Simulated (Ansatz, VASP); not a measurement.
# Cross-check of InAs between VASP and Ansatz, part 2 of 2

One calculation is typed for both programs; each brings its own data sets. How far apart do they land? The cell is taken from a series of runs on this material, whose earlier steps may have relaxed, scaled, displaced or heated it; both programs get it as it stands.

VASP 6.6.1 and Ansatz 0.2.0.

So far: Starting point; Ansatz: zone-centre phonons, PBEsol.

## 3. VASP: zone-centre phonons, PBEsol

Level of this step: PBEsol; plane waves and PAW (As, In_d) (VASP).

The same cell, functional, mesh and smearing now go to VASP, with its own data sets.

Lines of VASP's logs that name or quote its potential files are left out, and so is its time.

Contents of INCAR:

```
SYSTEM = InAs
PREC = Accurate
ENCUT = 500
EDIFF = 1E-08
NELM = 120
ISMEAR = 1
SIGMA = 0.2
LREAL = .FALSE.
ALGO = Normal
GGA = PS
NBANDS = 15
LORBIT = 11
LWAVE = .FALSE.
LCHARG = .FALSE.
ISIF = 2
IBRION = 8
LASPH = .TRUE.
GGA_COMPAT = .FALSE.
KPAR = 2
```

Contents of POSCAR:

```
InAs
1.0
    0.0611032516      3.1041780487      2.9742125089
    3.1041780487      0.0611032516      2.9742125089
    3.1652813001      3.1652813001     -0.0000000002
As In
1 1
Direct
    0.7533230775      0.7533230775      0.7466769225
    0.9966769225      0.9966769225      0.0033230775
```

Contents of KPOINTS:

```
Automatic mesh
0
Gamma
12 12 12
0 0 0
```

Potentials, in the order of the species: As and In_d (PBE family, release 64).

The run is started by

```bash
> mpirun -np 2 vasp_std
```

Numbers of over 12 decimals in the logs are rounded to 6 here.

What it wrote:

```text
[banner, memory and clock lines left out]
running    2 mpi-ranks, on    1 nodes
 distrk:  each k-point on    1 cores,    2 groups
 distr:  one band on    1 cores,    1 groups

 POSCAR found type information on POSCAR AsIn
 POSCAR found :  2 types and       2 ions
|                                                                             |
|               ----> ADVICE to this user running VASP <----                  |
|                                                                             |
|     You enforced a specific xc type in the INCAR file but a different       |
|     [... a line on the potential file left out ...]
|     I HOPE YOU KNOW WHAT YOU ARE DOING!                                     |
|                                                                             |

 LDA part: xc-table for (Slater+PW92), standard interpolation
 POSCAR, INCAR and KPOINTS ok, starting setup
 FFT: planning ... GRIDC
 FFT: planning ... GRID_SOFT
 FFT: planning ... GRID
 WAVECAR not read
 entering main loop
       N       E                     dE             d eps       ncg     rms          rms(c)
DAV:   1     0.110724678675E+03    0.11072E+03   -0.81828E+03  8478   0.125E+03
DAV:   2    -0.113384301937E+01   -0.11186E+03   -0.10756E+03  9128   0.295E+02
DAV:   3    -0.856197499895E+01   -0.74281E+01   -0.73854E+01 10906   0.778E+01
DAV:   4    -0.875032547109E+01   -0.18835E+00   -0.18830E+00 10143   0.140E+01
DAV:   5    -0.875899487077E+01   -0.86694E-02   -0.86692E-02 12703   0.255E+00    0.419E+00
DAV:   6    -0.850240493389E+01    0.25659E+00   -0.40038E-01 13237   0.116E+01    0.229E+00
DAV:   7    -0.847329326705E+01    0.29112E-01   -0.10546E-01 11643   0.325E+00    0.671E-01
DAV:   8    -0.847177642401E+01    0.15168E-02   -0.11987E-02 10810   0.131E+00    0.180E-01
DAV:   9    -0.847202152208E+01   -0.24510E-03   -0.87096E-04 10557   0.286E-01    0.102E-01
DAV:  10    -0.847208422750E+01   -0.62705E-04   -0.11614E-04 12953   0.149E-01    0.616E-02
DAV:  11    -0.847210328373E+01   -0.19056E-04   -0.53574E-05  9884   0.101E-01    0.452E-02
DAV:  12    -0.847210316410E+01    0.11963E-06   -0.54452E-06  9636   0.244E-02    0.805E-03
DAV:  13    -0.847210327880E+01   -0.11469E-06   -0.11669E-06 11214   0.637E-03    0.335E-03
DAV:  14    -0.847210324275E+01    0.36045E-07   -0.71970E-08 10150   0.250E-03    0.156E-03
DAV:  15    -0.847210329895E+01   -0.56196E-07   -0.36352E-09  8225   0.806E-04    0.469E-04
DAV:  16    -0.847210330116E+01   -0.22162E-08   -0.22159E-09  5852   0.460E-04
   1 F= -.84721033E+01 E0= -.84722502E+01  d E =0.440677E-03
 Linear response reoptimize wavefunctions to high precision
DAV:   1    -0.847210330246E+01   -0.13010E-08   -0.10613E-09  8106   0.281E-04
DAV:   2    -0.847210330248E+01   -0.12278E-10   -0.14076E-10  5047   0.120E-04
 Linear response DOF=           4
 Linear response progress:
  Degree of freedom:   1/  4
       N       E                     dE             d eps       ncg     rms          rms(c)
RMM:   1    -0.468068831278E-01   -0.46807E-01    0.64800E-02 53616   0.149E+00
RMM:   2    -0.443817239872E-01    0.24252E-02    0.15001E-03 40680   0.552E-01    0.104E-01
RMM:   3    -0.450666537621E-01   -0.68493E-03   -0.17859E-03 48230   0.232E-01    0.457E-02
RMM:   4    -0.452695415321E-01   -0.20289E-03   -0.14116E-04 48905   0.778E-02    0.113E-02
RMM:   5    -0.453089559285E-01   -0.39414E-04   -0.17094E-05 50489   0.311E-02    0.524E-03
RMM:   6    -0.452945672561E-01    0.14389E-04   -0.21425E-06 48817   0.860E-03    0.153E-03
RMM:   7    -0.452927079983E-01    0.18593E-05   -0.57803E-08 53359   0.252E-03    0.979E-04
RMM:   8    -0.452935065560E-01   -0.79856E-06   -0.13528E-07 50035   0.112E-03    0.475E-04
RMM:   9    -0.452941257659E-01   -0.61921E-06   -0.23520E-08 50917   0.395E-04    0.853E-05
RMM:  10    -0.452941679194E-01   -0.42153E-07    0.26941E-08 55115   0.156E-04    0.593E-05
RMM:  11    -0.452941669855E-01    0.93392E-09   -0.54060E-08 52781   0.588E-05    0.114E-05
 first order change of Fermi-energy   0.97590E-04
 force on displaced ion       1 direction 1 :  -6.968   0.268  -0.001
 Linear response progress:
  Degree of freedom:   2/  4
       N       E                     dE             d eps       ncg     rms          rms(c)
RMM:   1    -0.464191760302E-01   -0.46419E-01    0.64773E-02 17092   0.148E+00
RMM:   2    -0.443424783108E-01    0.20767E-02    0.10459E-03 13302   0.534E-01    0.993E-02
RMM:   3    -0.449468887715E-01   -0.60441E-03   -0.17145E-03 15429   0.222E-01    0.440E-02
RMM:   4    -0.451297836686E-01   -0.18289E-03   -0.12845E-04 15615   0.748E-02    0.110E-02
RMM:   5    -0.451707960443E-01   -0.41012E-04   -0.16086E-05 15943   0.307E-02    0.460E-03
RMM:   6    -0.451588402437E-01    0.11956E-04   -0.18216E-06 15668   0.808E-03    0.152E-03
RMM:   7    -0.451557049811E-01    0.31353E-05   -0.15561E-07 16756   0.245E-03    0.873E-04
RMM:   8    -0.451564267783E-01   -0.72180E-06   -0.46715E-08 15266   0.105E-03    0.487E-04
RMM:   9    -0.451569588124E-01   -0.53203E-06   -0.96191E-09 16483   0.351E-04    0.138E-04
RMM:  10    -0.451570965512E-01   -0.13774E-06    0.10621E-07 17632   0.135E-04    0.522E-05
RMM:  11    -0.451571007964E-01   -0.42452E-08   -0.66122E-08 16312   0.529E-05    0.115E-05
 first order change of Fermi-energy   0.98547E+00
 force on displaced ion       1 direction 3 :  -0.000  -0.000  -6.864
 Linear response progress:
  Degree of freedom:   3/  4
       N       E                     dE             d eps       ncg     rms          rms(c)
RMM:   1    -0.233656192742E+00   -0.23366E+00   -0.10417E-01 35143   0.482E+00
RMM:   2    -0.236135478269E+00   -0.24793E-02   -0.13109E-02 44368   0.102E+00    0.770E-02
RMM:   3    -0.236023008443E+00    0.11247E-03   -0.15091E-03 48149   0.315E-01    0.377E-02
RMM:   4    -0.235807569981E+00    0.21544E-03   -0.14876E-04 49608   0.107E-01    0.211E-02
RMM:   5    -0.235743889127E+00    0.63681E-04   -0.22654E-05 51274   0.394E-02    0.749E-03
RMM:   6    -0.235737346804E+00    0.65423E-05   -0.39390E-06 51231   0.136E-02    0.185E-03
RMM:   7    -0.235747967550E+00   -0.10621E-04    0.14239E-06 53257   0.403E-03    0.812E-04
RMM:   8    -0.235747368912E+00    0.59864E-06    0.38824E-07 52520   0.173E-03    0.391E-04
RMM:   9    -0.235747222275E+00    0.14664E-06    0.60542E-07 54331   0.763E-04    0.758E-05
RMM:  10    -0.235747217497E+00    0.47782E-08    0.71549E-07 56035   0.331E-04    0.371E-05
RMM:  11    -0.235747257198E+00   -0.39701E-07    0.31925E-07 56064   0.156E-04    0.197E-05
RMM:  12    -0.235747287688E+00   -0.30490E-07    0.12483E-07 53860   0.857E-05    0.558E-06
RMM:  13    -0.235747320837E+00   -0.33149E-07    0.95926E-08 52571   0.522E-05    0.717E-06
RMM:  14    -0.235747320023E+00    0.81369E-09    0.47033E-08 56887   0.313E-05    0.304E-06
 first order change of Fermi-energy  -0.11445E-04
 force on displaced ion       2 direction 1 :  -6.958   0.271  -0.003
 Linear response progress:
  Degree of freedom:   4/  4
       N       E                     dE             d eps       ncg     rms          rms(c)
RMM:   1    -0.233405068840E+00   -0.23341E+00   -0.99440E-02 11354   0.485E+00
RMM:   2    -0.235924553776E+00   -0.25195E-02   -0.12219E-02 14195   0.998E-01    0.742E-02
RMM:   3    -0.235817514624E+00    0.10704E-03   -0.14220E-03 15514   0.306E-01    0.360E-02
RMM:   4    -0.235583514879E+00    0.23400E-03   -0.12507E-04 15848   0.100E-01    0.195E-02
RMM:   5    -0.235508571733E+00    0.74943E-04   -0.21506E-05 16398   0.378E-02    0.712E-03
RMM:   6    -0.235499387433E+00    0.91843E-05   -0.22080E-06 16359   0.124E-02    0.184E-03
RMM:   7    -0.235510362549E+00   -0.10975E-04   -0.11572E-07 16897   0.368E-03    0.801E-04
RMM:   8    -0.235510108932E+00    0.25362E-06   -0.13633E-08 16553   0.154E-03    0.369E-04
RMM:   9    -0.235510256283E+00   -0.14735E-06    0.16001E-08 17230   0.644E-04    0.114E-04
RMM:  10    -0.235510202610E+00    0.53673E-07    0.10126E-07 17454   0.267E-04    0.234E-05
RMM:  11    -0.235510228937E+00   -0.26327E-07    0.89073E-08 17672   0.126E-04    0.157E-05
RMM:  12    -0.235510268742E+00   -0.39805E-07    0.48666E-08 17497   0.659E-05    0.207E-05
RMM:  13    -0.235510271370E+00   -0.26283E-08    0.23329E-08 16470   0.401E-05    0.173E-05
 first order change of Fermi-energy  -0.98474E+00
 force on displaced ion       2 direction 3 :  -0.000  -0.000  -6.852
 Linear response finished
```

Parts of OUTCAR (step 3):

```text
ion  position               nearest neighbor table
   1  0.753  0.753  0.747-   2 2.64   2 2.64   2 2.67   2 2.67
   2  0.997  0.997  0.003-   1 2.64   1 2.64   1 2.67   1 2.67

  LATTYP: Found a body centered orthorhombic cell.
 ALAT       =     4.3035576494
 B/A-ratio  =     1.0401588890
 C/A-ratio  =     1.3822110688

 Subroutine GETGRP returns: Found  4 space group operations
 (whereof  4 operations were pure point group operations)

The static configuration has the point symmetry C_2v.

 Found    280 irreducible k-points:

   k-points           NKPTS =    280   k-points in BZ     NKDIM =    280   number of bands    NBANDS=     15

   dimension x,y,z NGX =    32 NGY =   32 NGZ =   36
   dimension x,y,z NGXF=    64 NGYF=   64 NGZF=   72

   ENCUT  =  500.0 eV  36.75 Ry    6.06 a.u.   7.84  7.84  8.16*2*pi/ulx,y,z

   NELECT =      18.0000    total number of electrons

 k-points in reciprocal lattice and weights: Automatic mesh
   0.00000000  0.00000000  0.00000000       0.001
   0.08333333  0.00000000 -0.00000000       0.002
   0.16666667 -0.00000000  0.00000000       0.002
   0.25000000 -0.00000000  0.00000000       0.002
   0.33333333 -0.00000000  0.00000000       0.002
   0.41666667  0.00000000  0.00000000       0.002
   0.50000000 -0.00000000  0.00000000       0.001
   0.08333333  0.08333333 -0.00000000       0.001
   0.16666667  0.08333333 -0.00000000       0.002
[...]
0.25000000  0.25000000  0.50000000       0.001
  -0.25000000  0.25000000  0.50000000       0.001

 average (electrostatic) potential at core
       1 -49.8270       2 -96.7414

  Total       -0.4492146     -0.4492146      0.0226246     -0.4787750      0.0000000      0.0000000
  in kB      -12.5613839    -12.5613839      0.6326517    -13.3879810      0.0000000      0.0000000
  external PRESSURE =      -8.1633720 kB  Pullay stress =       0.0000000 kB

  energy-cutoff  :      500.00
  volume of cell :       57.30
      direct lattice vectors                 reciprocal lattice vectors
     0.061103252  3.104178049  2.974212509    -0.164307496  0.164307496  0.168111727
     3.104178049  0.061103252  2.974212509     0.164307496 -0.164307496  0.168111727
     3.165281300  3.165281300 -0.000000000     0.157963844  0.157963844 -0.168111727

 POSITION                                       TOTAL-FORCE (eV/Angst)
 -----------------------------------------------------------------------------------
      4.74792      4.74792      4.48109         0.000000      0.000000      0.001133
      3.16528      3.16528      5.92866        -0.000000     -0.000000     -0.001133
 -----------------------------------------------------------------------------------
    total drift:                               -0.000027     -0.000027     -0.000842

 Eigenvectors and eigenvalues of the dynamical matrix
 ----------------------------------------------------

   1 f  =    6.244337 THz    39.234324 2PiTHz  208.288648 cm-1    25.824489 meV
             X         Y         Z           dx          dy          dz
      4.747922  4.747922  4.481086    -0.550170    0.550170    0.000000
      3.165281  3.165281  5.928658     0.444199   -0.444199   -0.000000

   2 f  =    6.080882 THz    38.207310 2PiTHz  202.836401 cm-1    25.148497 meV
             X         Y         Z           dx          dy          dz
      4.747922  4.747922  4.481086     0.000000    0.000000    0.778178
      3.165281  3.165281  5.928658    -0.000000   -0.000000   -0.628043

   3 f  =    6.007468 THz    37.746033 2PiTHz  200.387556 cm-1    24.844879 meV
             X         Y         Z           dx          dy          dz
      4.747922  4.747922  4.481086     0.550282    0.550282   -0.000000
      3.165281  3.165281  5.928658    -0.444061   -0.444061    0.000000

   4 f/i=    0.001512 THz     0.009501 2PiTHz    0.050441 cm-1     0.006254 meV
             X         Y         Z           dx          dy          dz
      4.747922  4.747922  4.481086     0.444199   -0.444199    0.000000
      3.165281  3.165281  5.928658     0.550170   -0.550170    0.000000

   5 f/i=    0.002638 THz     0.016577 2PiTHz    0.088003 cm-1     0.010911 meV
             X         Y         Z           dx          dy          dz
      4.747922  4.747922  4.481086     0.000000    0.000000   -0.628043
      3.165281  3.165281  5.928658     0.000000    0.000000   -0.778178

   6 f/i=    0.002962 THz     0.018614 2PiTHz    0.098817 cm-1     0.012252 meV
             X         Y         Z           dx          dy          dz
      4.747922  4.747922  4.481086     0.444061    0.444061    0.000000
      3.165281  3.165281  5.928658     0.550282    0.550282    0.000000

 ELASTIC MODULI CONTR FROM IONIC RELAXATION (kBar)
 Direction    XX          YY          ZZ          XY          YZ          ZX
 --------------------------------------------------------------------------------
 XX          -1.8778     -1.8778     -2.7805     18.4969      0.0000     -0.0000
 YY          -1.8778     -1.8778     -2.7805     18.4969     -0.0000      0.0000
 ZZ          -2.7805     -2.7805     -4.1173     27.3898      0.0000      0.0000
 XY          18.4969     18.4969     27.3898   -182.2045      0.0000      0.0000
 YZ           0.0000     -0.0000      0.0000      0.0000   -185.5276     33.8187
 ZX          -0.0000      0.0000      0.0000      0.0000     33.8187   -172.5558
 --------------------------------------------------------------------------------
```

The gap is under twice the smearing width, so the edge states are partly filled and the run can't tell a small gap from a semimetal. Methfessel-Paxton smearing is not meant for a cell with a gap.

## 4. Differences

Known differences besides the potentials themselves: the data sets hold 28 valence electrons in Ansatz (on its PAW soft_1 files) and 18 in VASP; the cutoff is 420 eV in Ansatz and 500 eV in VASP; Ansatz makes its cores anew for this functional, VASP keeps those of its PBE data sets. Total energies have different zeros and are not compared.

Both answers:

```tsv
quantity	Ansatz	VASP	difference
optical mode 1 (cm⁻¹)	199.9	200.4	-0.23 %
optical mode 2 (cm⁻¹)	202.5	202.8	-0.18 %
optical mode 3 (cm⁻¹)	207.6	208.3	-0.33 %
```

Modes are paired by rising frequency, not by their patterns, so a pair may set unlike modes beside each other; they are those without the splitting of longitudinal modes.

## 5. What came out

| Item | Value |
| --- | --- |
| r.m.s. difference of the optical zone-centre modes, each program's sorted by frequency (zone-centre phonons, PBEsol) | 0.52 cm⁻¹ |

What this shows: The r.m.s. difference of the optical zone-centre modes, each program's sorted by frequency is 0.52 cm⁻¹ (zone-centre phonons, PBEsol). The data sets hold unlike numbers of valence electrons (28 in Ansatz and 18 in VASP), so part of the differences comes from the potentials. Such differences can come from data sets, numerical settings and the points named under the comparisons, not from the functional's error against experiment.

[Lines on the potential files, build, host, timing and source positions are cut from VASP's logs without a mark.]

[Logs are printed without paths, hosts, clocks, repeated set-up lines and the standing remarks that a program may print on its own settings, such as how far it seeks lower states.]

[Hosts, paths, dates, database ids (printed as entryN), source tags and the programs' standing remarks are cut or masked in the printed files.]
